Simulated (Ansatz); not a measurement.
The system is SnSe2.

```xyz
3
Lattice="3.8110 0.0000 0.0000 -1.9055 3.3004 0.0000 0.0000 0.0000 6.1360" Properties=species:S:1:pos:R:3 pbc="T T T"
Sn    0.0000    0.0000    0.0000
Se    1.9055    1.1001    4.6081
Se    0.0000    2.2003    1.5279
```

Program: Ansatz 0.2.0. Alike in all runs: potentials or basis Ansatz PAW; cell as given; k mesh 8 × 8 × 5; smearing fermi-dirac 0.05 eV. Hardware: 2 threads of Intel(R) Xeon(R) Platinum 8375C CPU @ 2.90GHz (Ice Lake), on a shared host.

**Question.** Order these runs on this cell by their wall time, lowest first.
A. task band structure; level BLYP; spin off; cutoff (eV) 420; points for each segment of the path 14
B. task single point; level PBE; spin off; cutoff (eV) 250
C. task band structure; level r2SCAN; spin SOC, no magnetisation; cutoff (eV) 500; points for each segment of the path 14

**Answer.** B (1.5 s), A (5.4 s), C (85 s).
